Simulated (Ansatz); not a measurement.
Ansatz input file:

```yaml
crystal:
  lattice:
    - [0.0, 2.99420525, 2.99420525]
    - [2.99420525, 0.0, 2.99420525]
    - [2.99420525, 2.99420525, 0.0]
  atoms:
    - { symbol: Pb, position: [0.0, 0.0, 0.0] }
    - { symbol: S, position: [0.5, 0.5, 0.5] }
basis:
  ecutwfc: 420
kpoints:
  mp_grid: { grid: [10, 10, 10] }
hamiltonian:
  xc: pbesol
scf:
  occupations: { method: gaussian, width: 0.05 }
output:
  forces: true
  stress: true
  eigenvalues: true
```

Command:
```bash
ansatz run input.yaml --threads 1 --pin off --max-ram 1331MiB --backend cpu --events-out ev --progress --plain --runs-dir out
```

Computed with Ansatz, DFT PBEsol, scalar-relativistic, plane waves, PAW.

From the run's log, abridged (iterations and final results):

```
SCF iter   1: F=—  HF=-12640.914171 eV  |F-HF|=—  |Δ(HF+E_count)|=         —  Δρ=4.00e-3  dr2=1.67e-2  ethr=1.77e-3  ⟨swp⟩=6.0  Hψ=3883  notcnv=0
SCF iter   2: F=—  HF=-12640.908642 eV  |F-HF|=—  |Δ(HF+E_count)|=   5.53e-3  Δρ=1.70e-3  dr2=3.10e-3  ethr=8.33e-5  ⟨swp⟩=1.6  Hψ=1094  notcnv=0
SCF iter   3: F=—  HF=-12640.907857 eV  |F-HF|=—  |Δ(HF+E_count)|=   7.85e-4  Δρ=2.52e-4  dr2=3.70e-5  ethr=1.55e-5  ⟨swp⟩=2.0  Hψ=812  notcnv=0
SCF iter   4: F=—  HF=-12640.907861 eV  |F-HF|=—  |Δ(HF+E_count)|=   4.16e-6  Δρ=2.28e-4  dr2=2.91e-5  ethr=1.85e-7  ⟨swp⟩=2.0  Hψ=1128  notcnv=0
SCF iter   5: F=—  HF=-12640.907847 eV  |F-HF|=—  |Δ(HF+E_count)|=   1.40e-5  Δρ=6.99e-5  dr2=2.75e-6  ethr=1.45e-7  ⟨swp⟩=2.0  Hψ=973  notcnv=0
SCF iter   6: F=-12640.907845 eV  HF=-12640.907845 eV  |F-HF|=1.57e-8  |Δ(HF+E_count)|=   1.44e-6  Δρ=6.40e-6  dr2=1.96e-8  ethr=5.00e-10  ⟨swp⟩=4.8  Hψ=3615  notcnv=0
SCF 1 converged in 6 iterations: F = -12640.907845 eV  dr2 = 1.96e-8
SCF converged after 6 iterations
Free energy (F): -12640.907845 eV
Harris-Foulkes:  -12640.907845 eV  (|F-HF|=1.57e-8)
Internal energy: -12640.907845 eV  (E = F + TS)
E sigma→0 (E₀):  -12640.907845 eV
Fermi energy:    8.017539 eV
--- Per-component energies (eV) ---
  E_band       = -64.426197
  E_kinetic    = 392.237468
  E_local      = -1243.706768  (includes V_loc(G=0)·N_el)
  E_nonlocal   = 380.723098
  E_hartree    = 481.092850
  E_xc         = -315.069319
  E_vxc        = -219.803804  (∫ρ·V_xc dr)
  E_paw        = -10837.334978  (= ΣΔE_a)
  E_vpaw       = -336.067331  (= ΣTr[D̂ρ^β])
  E_aug_tail   = 0.000048  (compensation charges beyond the density's cutoff)
  E_ewald      = -1498.974311
  E_core_change = 0.124066  (= ΣΔE_core)
  E_smearing   =  0.000000  (= −TS)
--- Forces (eV/Å), atoms counted from 1 ---
  atom   1  Pb     0.00000000     0.00000000     0.00000000
  atom   2  S      0.00000000     0.00000000     0.00000000
--- Stress (GPa, compression-positive) ---
       -2.357156       0.000000       0.000000
        0.000000      -2.357156       0.000000
        0.000000       0.000000      -2.357156
  P = ⅓ Tr σ = -2.3572 GPa (-23.572 kbar)
--- Band table (eV; the first three rows and the last of 47) ---
  k-point 0: bands = ["-8.8435", "-8.8435", "-8.8435", "-8.8304", "-8.8304", "-5.4786", "1.7678", "5.8374", "5.8374", "5.8374", "12.9483", "12.9483", "12.9483", "14.5448"]
  k-point 1: bands = ["-8.8430", "-8.8414", "-8.8414", "-8.8311", "-8.8311", "-5.3957", "1.4965", "5.8627", "5.8627", "6.0368", "12.0870", "12.4301", "12.4301", "14.4845"]
  k-point 2: bands = ["-8.8437", "-8.8437", "-8.8419", "-8.8252", "-8.8252", "-5.1582", "0.8423", "5.9370", "5.9370", "6.4860", "10.7570", "11.4919", "11.4919", "14.4703"]
  k-point 46: bands = ["-8.9314", "-8.8404", "-8.8258", "-8.8159", "-8.7875", "-3.8540", "0.0489", "3.3644", "3.8856", "6.5860", "10.3973", "12.2125", "12.6965", "15.0713"]
```

The calculation finished and met its thresholds.

Spin–orbit coupling is left out, which can shift energies with elements as heavy as these.